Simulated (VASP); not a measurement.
Runs of VASP 6.6.1 on Ho. It takes space group P6_3/mmc (No. 194, hexagonal). The conventional cell has a = 3.577 Å, b = 3.577 Å, c = 5.616 Å, α = 90.00°, β = 90.00°, γ = 120.00°. Ho (site symmetry -6m2) is surrounded by 12 Ho at 3.49 to 3.58 Å. 

| task | level | potentials or basis | spin | U | cutoff (eV) | smearing | k mesh for the DOS | occupations for the DOS | gap on the mesh (eV) | pressure (GPa) | moment (μB) |
| --- | --- | --- | --- | --- | --- | --- | --- | --- | --- | --- | --- |
| band structure | PBEsol+D3+U | VASP PAW PBE potentials, release 64 (Ho_3), 4f in core | collinear, ferrimagnetic start | Ho f U = 8 eV | 520 | fermi-dirac 0.1 eV | - | - | - | (b) | 0.00 |
| single point | PBE | VASP PAW PBE potentials, release 64 (Ho) | collinear, ferromagnetic start | - | 520 | fermi-dirac 0.05 eV | - | - | none | (a) | 7.25 |
| density of states | LDA+U | VASP PAW PBE potentials, release 64 (Ho_3), 4f in core | collinear, ferromagnetic start | Ho f U = 5 eV | 600 | fermi-dirac 0.02 eV | 14 × 14 × 8 | tetrahedron | - | - | 0.00 |
| single point | PBEsol | VASP PAW PBE potentials, release 64 (Ho) | collinear, ferromagnetic start | - | 500 | gaussian 0.02 eV | - | - | none | -0.2 | 7.11 |

Alike in all rows: cell as given; k mesh 9 × 9 × 5.

Task: Estimate the missing entries.

Result: (a) 2.8; (b) -3.5.

Caveats: the magnetic or orbital state may not be the lowest; spin-orbit coupling is left out, which moves the levels of the heavy elements; the PAW data sets were made with another functional, which shifts forces and pressure a little (some runs); U is put on an f shell that these potentials keep in the core, so it has next to no effect (some runs); the 4f electrons are frozen in the core as for a trivalent ion, so they carry no moment and show no levels (some runs); pairwise dispersion overbinds metals, which lowers pressure and volume (some runs).

A k mesh can miss the band edges, and the runs leave out spin-orbit coupling on Ho.

A gap of «none» marks a metal or a gap under the smearing width.

Not every run made on this cell is shown here.
